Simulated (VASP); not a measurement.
# GeF2 (Fm-3m): band edges, masses and strain

Wanted: where the band edges of GeF2 lie, how heavy the carriers are and how strain moves the gap. The cell is generated by rule, not measured, and may not be a known phase.

Method: LDA; plane waves and PAW (Ge_d, F), in the first sound run; inputs show where later runs differ, in VASP 6.6.1.

The structure was built from a prototype and need not be the compound's stable phase.

## Step 1: The structure

Symmetry: Fm-3m, No. 225, cubic system. The conventional cell has a = 4.948 Å, b = 4.948 Å, c = 4.948 Å, α = 90.00°, β = 90.00°, γ = 90.00°. Nearest to Ge lie 8 F at 2.14 Å. Nearest to F lie 4 Ge at 2.14 Å. Farther neighbours and most contacts between anions are not listed.

Coordinates:

```xyz
3
Lattice="0.0000 2.4738 2.4738 2.4738 0.0000 2.4738 2.4738 2.4738 0.0000" Properties=species:S:1:pos:R:3 pbc="T T T"
Ge    0.0000    0.0000    0.0000
F     1.2369    1.2369    1.2369
F     3.7107    3.7107    3.7107
```

## Step 2: Relaxation of the atoms

The cell is kept as given; the atoms are relaxed first, so that no residual force shifts the band edges.

The input, INCAR:

```
SYSTEM = GeF2
PREC = Accurate
ENCUT = 520
EDIFF = 1E-06
NELM = 100
ISMEAR = 0
SIGMA = 0.02
LREAL = .FALSE.
ALGO = Normal
GGA = CA
NBANDS = 20
LORBIT = 11
LWAVE = .FALSE.
LCHARG = .FALSE.
KPAR = 4
IBRION = 2
NSW = 40
ISIF = 2
EDIFFG = -0.005
```

The input, POSCAR:

```
GeF2
1.0
    0.0000000000      2.4738300000      2.4738300000
    2.4738300000      0.0000000000      2.4738300000
    2.4738300000      2.4738300000      0.0000000000
Ge F
1 2
Direct
    0.0000000000      0.0000000000      0.0000000000
    0.2500000000      0.2500000000      0.2500000000
    0.7500000000      0.7500000000      0.7500000000
```

The input, KPOINTS:

```
Automatic mesh
0
Gamma
10 10 10
0 0 0
```

Potentials, in the order of the species: Ge_d and F (LDA family, release 64).

On the command line:

```sh
> mpirun -np 4 vasp_std
```

What it wrote:

```text
[banner, memory and clock lines left out]
running    4 mpi-ranks, on    1 nodes
 distrk:  each k-point on    1 cores,    4 groups
 distr:  one band on    1 cores,    1 groups

 POSCAR found type information on POSCAR GeF
 POSCAR found :  2 types and       3 ions
 LDA part: xc-table for (Slater(with rela. corr.)+CA(PZ))
 , standard interpolation
 POSCAR, INCAR and KPOINTS ok, starting setup
 FFT: planning ... GRIDC
 FFT: planning ... GRID_SOFT
 FFT: planning ... GRID
 WAVECAR not read
 entering main loop
       N       E                     dE             d eps       ncg     rms          rms(c)
DAV:   1     0.243326491068E+03    0.24333E+03   -0.15040E+04  2320   0.357E+03
DAV:   2     0.122513538322E+02   -0.23108E+03   -0.21828E+03  1980   0.704E+02
DAV:   3    -0.150588179177E+02   -0.27310E+02   -0.27087E+02  2096   0.148E+02
DAV:   4    -0.157724413582E+02   -0.71362E+00   -0.71327E+00  2080   0.253E+01
DAV:   5    -0.157816253927E+02   -0.91840E-02   -0.91838E-02  2092   0.320E+00    0.692E+00
DAV:   6    -0.146244750110E+02    0.11572E+01   -0.48911E+00  2572   0.271E+01    0.216E+00
DAV:   7    -0.146198149156E+02    0.46601E-02   -0.18383E-01  2036   0.454E+00    0.126E+00
DAV:   8    -0.146110128298E+02    0.88021E-02   -0.34300E-02  2724   0.440E+00    0.288E-01
DAV:   9    -0.146095712128E+02    0.14416E-02   -0.60698E-03  2780   0.215E+00    0.677E-02
DAV:  10    -0.146096181466E+02   -0.46934E-04   -0.79387E-04  2376   0.662E-01    0.248E-02
DAV:  11    -0.146096241063E+02   -0.59597E-05   -0.14977E-04  2788   0.293E-01    0.878E-03
DAV:  12    -0.146096244573E+02   -0.35101E-06   -0.66620E-06  2468   0.429E-02
   1 F= -.14609624E+02 E0= -.14609624E+02  d E =-.146096E+02
 curvature:   0.00 expect dE= 0.000E+00 dE for cont linesearch  0.000E+00
 trial: gam= 0.00000 g(F)=  0.693E-45 g(S)=  0.000E+00 ort = 0.000E+00 (trialstep = 0.100E+01)
 search vector abs. value=  0.100E-09
 reached required accuracy - stopping structural energy minimisation
```

It took 7 s on 4 MPI ranks of AMD EPYC 9R14 (Zen 4), shared host; peak memory 0.5 GiB; 24 s of CPU time.

Lines that name or quote the potential files are left out of all logs, and their timing lines are given in words.

Parts of OUTCAR (step 2):

```text
ion  position               nearest neighbor table
   1  0.000  0.000  0.000-   3 2.14   3 2.14   3 2.14   2 2.14   3 2.14   2 2.14   2 2.14   2 2.14

  LATTYP: Found a face centered cubic cell.
 ALAT       =     4.9476600000

 Subroutine GETGRP returns: Found 48 space group operations
 (whereof 48 operations were pure point group operations)

The static configuration has the point symmetry O_h .

 Found     47 irreducible k-points:

   k-points           NKPTS =     47   k-points in BZ     NKDIM =     47   number of bands    NBANDS=     20

   dimension x,y,z NGX =    28 NGY =   28 NGZ =   28
   dimension x,y,z NGXF=    56 NGYF=   56 NGZF=   56

   ENCUT  =  520.0 eV  38.22 Ry    6.18 a.u.   6.50  6.50  6.50*2*pi/ulx,y,z

   NELECT =      28.0000    total number of electrons

 k-points in reciprocal lattice and weights: Automatic mesh
   0.00000000  0.00000000  0.00000000       0.001
   0.10000000  0.00000000  0.00000000       0.008
   0.20000000  0.00000000  0.00000000       0.008
   0.30000000  0.00000000  0.00000000       0.008
   0.40000000  0.00000000  0.00000000       0.008
   0.50000000  0.00000000  0.00000000       0.004
   0.10000000  0.10000000  0.00000000       0.006
   0.20000000  0.10000000  0.00000000       0.024
   0.30000000  0.10000000  0.00000000       0.024
[...]
-0.30000000  0.40000000  0.20000000       0.024
  -0.30000000  0.50000000  0.20000000       0.012

 average (electrostatic) potential at core
       1 -73.5193       2 -74.2207       3 -74.2207

 E-fermi :   6.0372

 k-point     1 :       0.0000    0.0000    0.0000
  band No.  band energies     occupation
    ...
     10      -0.8774      2.00000
     11       0.7448      2.00000
     12       0.7448      2.00000
     13       0.7448      2.00000
     14       1.2774      2.00000
     15      10.7946      0.00000
     16      10.7946      0.00000
     17      10.7946      0.00000
     18      17.1940      0.00000
     19      19.9277      0.00000
    ...

 k-point     2 :       0.1000    0.0000    0.0000
  band No.  band energies     occupation
    ...
     10      -0.8836      2.00000
     11      -0.2169      2.00000
     12       0.6742      2.00000
     13       0.6742      2.00000
     14       2.4398      2.00000
     15      10.5898      0.00000
     16      10.9702      0.00000
     17      10.9702      0.00000
     18      17.8060      0.00000
     19      19.8576      0.00000
    ...

 k-point     3 :       0.2000    0.0000    0.0000
  band No.  band energies     occupation
    ...
     10      -0.8906      2.00000
     11      -0.7900      2.00000
     12       0.4833      2.00000
     13       0.4833      2.00000
     14       3.7925      2.00000
     15      10.2964      0.00000
     16      11.4481      0.00000
     17      11.4481      0.00000
     18      19.0043      0.00000
     19      19.7075      0.00000
    ...

  Total        8.8111120      8.8111120      8.8111120     -0.0000000      0.0000000     -0.0000000
  in kB      466.2316483    466.2316483    466.2316483     -0.0000000      0.0000000     -0.0000000
  external PRESSURE =     466.2316483 kB  Pullay stress =       0.0000000 kB

  energy-cutoff  :      520.00
  volume of cell :       30.28
      direct lattice vectors                 reciprocal lattice vectors
     0.000000000  2.473830000  2.473830000    -0.202115748  0.202115748  0.202115748
     2.473830000  0.000000000  2.473830000     0.202115748 -0.202115748  0.202115748
     2.473830000  2.473830000  0.000000000     0.202115748  0.202115748 -0.202115748

 POSITION                                       TOTAL-FORCE (eV/Angst)
 -----------------------------------------------------------------------------------
      0.00000      0.00000      0.00000         0.000000     -0.000000     -0.000000
      1.23691      1.23691      1.23691        -0.000000     -0.000000     -0.000000
      3.71075      3.71075      3.71075         0.000000      0.000000      0.000000
 -----------------------------------------------------------------------------------
    total drift:                                0.000000      0.000000      0.000000

  FREE ENERGIE OF THE ION-ELECTRON SYSTEM (eV)
  ---------------------------------------------------
  free  energy   TOTEN  =       -14.6096244573 eV

  energy  without entropy=      -14.6096244573  energy(sigma->0) =      -14.60962446

 reached required accuracy - stopping structural energy minimisation

 total charge
# of ion       s       p       d       tot
------------------------------------------
    1        1.545   0.531  10.125  12.202
    2        1.750   4.368   0.000   6.118
    3        1.750   4.368   0.000   6.118
--------------------------------------------------
tot          5.045   9.267  10.125  24.437

[... 3 further parts left out ...]
```

CONTCAR:

```
GeF2
   1.00000000000000
     0.0000000000000000    2.4738300000000000    2.4738300000000000
     2.4738300000000000    0.0000000000000000    2.4738300000000000
     2.4738300000000000    2.4738300000000000    0.0000000000000000
  Ge              F
     1     2
Direct
     0.0000000000000000    0.0000000000000000    0.0000000000000000
     0.2500000000000000    0.2500000000000000    0.2500000000000000
     0.7500000000000000    0.7500000000000000    0.7500000000000000
```

The gap is read on the k-mesh alone, so it is an upper bound where the band edges lie off the mesh. The run keeps the 48 symmetry operations of its start, so it cannot find a distortion of lower symmetry.

The forces vanish from the start, and no atom moves.

This step gave:

```
SCF cycles                     : 12
electrons                      : 28
bands                          : 20
irreducible k-points           : 47
symmetry operations            : 48
free energy (TOTEN)            : -14.61 eV
Fermi energy                   : 6.037 eV
pressure                       : 46.62 GPa
metallic                       : no
valence top at k               : -0.3, 0.4, 0.2
conduction bottom at k         : 0.3, 0.3, 0
least direct gap at k          : 0.4, 0.4, 0
gap on the k-mesh              : 3.111 eV
least direct gap on the k-mesh : 3.963 eV
```

## Step 3: Bands on a dense mesh

A dense even mesh and a path are solved together, since either alone can miss a band edge.

Changes to INCAR since step 2:

```diff
@@ -10,3 +10,3 @@
 GGA = CA
-NBANDS = 20
+NBANDS = 27
 LORBIT = 11
@@ -15,5 +15,2 @@
 KPAR = 4
-IBRION = 2
-NSW = 40
 ISIF = 2
-EDIFFG = -0.005
```

POSCAR is that of step 2.

The input, KPOINTS:

```
Automatic mesh
0
Gamma
14 14 14
0 0 0
```

The input, KPOINTS_OPT:

```
Line mode
24
Line-mode
Reciprocal
  0.00000000   0.00000000   0.00000000 GAMMA
  0.50000000   0.00000000   0.50000000 X

  0.50000000   0.00000000   0.50000000 X
  0.50000000   0.25000000   0.75000000 W

  0.50000000   0.25000000   0.75000000 W
  0.37500000   0.37500000   0.75000000 K

  0.37500000   0.37500000   0.75000000 K
  0.00000000   0.00000000   0.00000000 GAMMA

  0.00000000   0.00000000   0.00000000 GAMMA
  0.50000000   0.50000000   0.50000000 L

  0.50000000   0.50000000   0.50000000 L
  0.62500000   0.25000000   0.62500000 U

  0.62500000   0.25000000   0.62500000 U
  0.50000000   0.25000000   0.75000000 W

  0.50000000   0.25000000   0.75000000 W
  0.50000000   0.50000000   0.50000000 L

  0.50000000   0.50000000   0.50000000 L
  0.37500000   0.37500000   0.75000000 K

  0.62500000   0.25000000   0.62500000 U
  0.50000000   0.00000000   0.50000000 X
```

On the command line:

```sh
> mpirun -np 4 vasp_std
```

What it wrote:

```text
[... set-up lines as in an earlier step ...]
 entering main loop
       N       E                     dE             d eps       ncg     rms          rms(c)
DAV:   1     0.230379394638E+03    0.23038E+03   -0.13764E+04  7660   0.263E+03
DAV:   2     0.117624562300E+02   -0.21862E+03   -0.20147E+03  6052   0.592E+02
DAV:   3    -0.152004462056E+02   -0.26963E+02   -0.26703E+02  6179   0.116E+02
DAV:   4    -0.157773583224E+02   -0.57691E+00   -0.57657E+00  6296   0.178E+01
DAV:   5    -0.157817557373E+02   -0.43974E-02   -0.43973E-02  6194   0.165E+00    0.692E+00
DAV:   6    -0.146224056862E+02    0.11594E+01   -0.34651E+00  7341   0.201E+01    0.207E+00
DAV:   7    -0.146204148781E+02    0.19908E-02   -0.19506E-01  6805   0.368E+00    0.129E+00
DAV:   8    -0.146118906942E+02    0.85242E-02   -0.35737E-02  7914   0.349E+00    0.409E-01
DAV:   9    -0.146095482272E+02    0.23425E-02   -0.58247E-03  8727   0.186E+00    0.816E-02
DAV:  10    -0.146096053691E+02   -0.57142E-04   -0.10380E-03  7379   0.530E-01    0.301E-02
DAV:  11    -0.146096100914E+02   -0.47224E-05   -0.14447E-04  8405   0.213E-01    0.842E-03
DAV:  12    -0.146096107858E+02   -0.69434E-06   -0.79855E-06  7492   0.334E-02
   1 F= -.14609611E+02 E0= -.14609611E+02  d E =-.146342E-51
 Start KPOINTS_OPT (optional k-point list driver)
k-point batch [1-104\240]
       N       E                     dE             ncg
DAV:   1    -0.138197313534E+04   -0.85645E+05     7702
DAV:   2    -0.236646341984E+05   -0.22283E+05     6015
DAV:   3    -0.264011050954E+05   -0.27365E+04     6242
DAV:   4    -0.264653449514E+05   -0.64240E+02     6307
DAV:   5    -0.264658305939E+05   -0.48564E+00     6294
DAV:   6    -0.264658365914E+05   -0.59974E-02     6386
DAV:   7    -0.264658366934E+05   -0.10200E-03     6252
DAV:   8    -0.264658366952E+05   -0.18787E-05     4673
DAV:   9    -0.264658366955E+05   -0.22686E-06     3672
[...]
k-point batch [209-240\240]
       N       E                     dE             ncg
DAV:   1     0.811458862059E+05   -0.37686E+05     2372
DAV:   2     0.742412564345E+05   -0.69046E+04     1854
DAV:   3     0.734027131222E+05   -0.83854E+03     1952
DAV:   4     0.733828092706E+05   -0.19904E+02     1958
DAV:   5     0.733826621832E+05   -0.14709E+00     1953
DAV:   6     0.733826605181E+05   -0.16652E-02     2010
DAV:   7     0.733826604910E+05   -0.27013E-04     1910
DAV:   8     0.733826604905E+05   -0.49207E-06     1482
```

The job ended after 39 s (4 MPI ranks; peak memory 0.84 GiB; 2.5 min of CPU time).

Parts of OUTCAR (step 3):

```text
The static configuration has the point symmetry O_h .

 Found    104 irreducible k-points:

   k-points           NKPTS =    104   k-points in BZ     NKDIM =    104   number of bands    NBANDS=     27

   NELECT =      28.0000    total number of electrons

 E-fermi :   6.1521

 k-point     1 :       0.0000    0.0000    0.0000
  band No.  band energies     occupation
    ...
     10      -0.8775      2.00000
     11       0.7447      2.00000
     12       0.7447      2.00000
     13       0.7447      2.00000
     14       1.2774      2.00000
     15      10.7947      0.00000
     16      10.7947      0.00000
     17      10.7947      0.00000
     18      17.1941      0.00000
     19      19.9276      0.00000
    ...

 k-point     2 :       0.0714    0.0000    0.0000
  band No.  band energies     occupation
    ...
     10      -0.8810      2.00000
     11       0.0715      2.00000
     12       0.7082      2.00000
     13       0.7082      2.00000
     14       2.0448      2.00000
     15      10.6802      0.00000
     16      10.8852      0.00000
     17      10.8852      0.00000
     18      17.5225      0.00000
     19      19.8904      0.00000
    ...

  Total        8.8087059      8.8087059      8.8087059      0.0000000      0.0000000      0.0000000
  in kB      466.1043322    466.1043322    466.1043322      0.0000000      0.0000000      0.0000000
  external PRESSURE =     466.1043322 kB  Pullay stress =       0.0000000 kB

 POSITION                                       TOTAL-FORCE (eV/Angst)
 -----------------------------------------------------------------------------------
      0.00000      0.00000      0.00000        -0.000000     -0.000000      0.000000
      1.23691      1.23691      1.23691         0.000000      0.000000     -0.000000
      3.71075      3.71075      3.71075        -0.000000     -0.000000      0.000000
 -----------------------------------------------------------------------------------
    total drift:                                0.000000      0.000000      0.000000

  FREE ENERGIE OF THE ION-ELECTRON SYSTEM (eV)
  ---------------------------------------------------
  free  energy   TOTEN  =       -14.6096107858 eV

  energy  without entropy=      -14.6096107858  energy(sigma->0) =      -14.60961079

[... 7 parts as in an earlier step ...]

[... 6 further parts left out ...]
```

Numbers from this step:

```yaml
bands: 27
irreducible_k_points: 104
fermi_energy: 6.152 eV
pressure: 46.61 GPa
least_gap_on_mesh_and_path: 3.088 eV
least_direct_gap_on_mesh_and_path: 3.957 eV
valence_top_at_k: 0.5, 0.25, 0.75
conduction_bottom_at_k: 0.3261, 0, 0.3261
least_direct_gap_at_k: 0.3913, 0, 0.3913
```

The electronic bands at the labelled points (eV, zero at the valence-band top; v1 is the highest filled band, c1 the lowest empty one):

| point | v4 | v3 | v2 | v1 | c1 | c2 | c3 | c4 |
| --- | --- | --- | --- | --- | --- | --- | --- | --- |
| Γ | -5.20 | -5.20 | -5.20 | -4.67 | 4.85 | 4.85 | 4.85 | 11.25 |
| 0.48 of the way | -5.69 | -4.84 | -4.84 | -1.73 | 3.33 | 6.42 | 6.42 | 10.81 |
| X | -4.49 | -4.49 | -4.22 | -0.59 | 3.53 | 7.39 | 8.06 | 8.06 |
| 0.48 of the way | -5.18 | -4.45 | -4.26 | -0.32 | 4.19 | 7.37 | 7.39 | 8.19 |
| W | -6.74 | -4.36 | -4.35 | 0.00 | 5.79 | 5.79 | 7.34 | 8.38 |
| 0.48 of the way | -5.99 | -4.54 | -4.32 | -0.06 | 5.12 | 6.39 | 7.53 | 8.32 |
| K | -5.41 | -4.88 | -4.31 | -0.12 | 4.83 | 6.60 | 7.79 | 8.18 |
| 0.52 of the way | -6.26 | -6.23 | -4.79 | -1.21 | 4.22 | 5.94 | 6.27 | 12.16 |
| Γ | -5.20 | -5.20 | -5.20 | -4.67 | 4.85 | 4.85 | 4.85 | 11.25 |
| 0.48 of the way | -6.83 | -5.56 | -5.56 | -1.67 | 4.30 | 5.74 | 5.74 | 13.42 |
| L | -6.73 | -6.06 | -6.06 | -0.01 | 4.62 | 6.93 | 6.93 | 13.42 |
| 0.48 of the way | -6.30 | -5.46 | -5.02 | -0.02 | 4.94 | 6.49 | 7.24 | 10.15 |
| U | -5.41 | -4.88 | -4.31 | -0.12 | 4.83 | 6.60 | 7.79 | 8.18 |
| 0.48 of the way | -5.92 | -4.57 | -4.32 | -0.07 | 5.07 | 6.42 | 7.56 | 8.31 |
| W | -6.74 | -4.36 | -4.35 | 0.00 | 5.79 | 5.79 | 7.34 | 8.38 |
| 0.52 of the way | -6.79 | -5.08 | -4.97 | -0.01 | 5.05 | 6.35 | 7.34 | 9.74 |
| L | -6.73 | -6.06 | -6.06 | -0.01 | 4.62 | 6.93 | 6.93 | 13.42 |
| 0.52 of the way | -6.22 | -5.40 | -4.92 | -0.02 | 4.98 | 6.43 | 7.29 | 9.91 |
| K | -5.41 | -4.88 | -4.31 | -0.12 | 4.83 | 6.60 | 7.79 | 8.18 |
| jump to U | -5.41 | -4.88 | -4.31 | -0.12 | 4.83 | 6.60 | 7.79 | 8.18 |
| 0.52 of the way | -4.74 | -4.59 | -4.24 | -0.44 | 3.88 | 7.32 | 7.90 | 8.00 |
| X | -4.49 | -4.49 | -4.22 | -0.59 | 3.53 | 7.39 | 8.06 | 8.06 |

Of the projections kept (Ge, F), the largest for each band there; the rest of the weight can lie on other orbitals:

| point | v4 | v3 | v2 | v1 | c1 | c2 | c3 | c4 |
| --- | --- | --- | --- | --- | --- | --- | --- | --- |
| Γ | F 0.94 | F 0.94 | F 0.94 | Ge 0.78 | Ge 0.93 | Ge 0.93 | Ge 0.93 | Ge 0.91 |
| X | F 0.98 | F 0.98 | F 1.00 | Ge 0.63 | Ge 0.79 | F 0.68 | Ge 0.65 | Ge 0.65 |
| W | F 0.89 | F 1.00 | F 0.97 | Ge 0.53 | Ge 0.66 | Ge 0.66 | F 0.70 | Ge 0.92 |
| K | F 0.93 | F 0.97 | F 0.99 | Ge 0.54 | Ge 0.68 | F 0.52 | Ge 0.70 | Ge 0.81 |
| Γ | F 0.94 | F 0.94 | F 0.94 | Ge 0.78 | Ge 0.93 | Ge 0.93 | Ge 0.93 | Ge 0.91 |
| L | F 0.88 | F 0.95 | F 0.95 | F 0.56 | F 0.57 | Ge 0.77 | Ge 0.77 | Ge 0.94 |

At this level the gap is 3.09 eV. At 46.6 GPa the cell is away from the equilibrium volume of this level: left free, it would expand.

(Continued in part 2 of 8.)

[Lines on the potential files, build, host, timing and source positions are cut from VASP's logs without a mark.]

[Logs are printed without paths, hosts, clocks, repeated set-up lines and the standing remarks that a program may print on its own settings, such as how far it seeks lower states.]

[Hosts, paths, dates, database ids (printed as entryN), source tags and the programs' standing remarks are cut or masked in the printed files.]

[In band tables of VASP the shares of atoms and orbitals are scaled to a sum of 1 inside the atoms' spheres.]

[Gaps and slopes under strain along one axis are those of the sampled path and mesh points; where strain splits equal valleys, another of them can be the edge.]
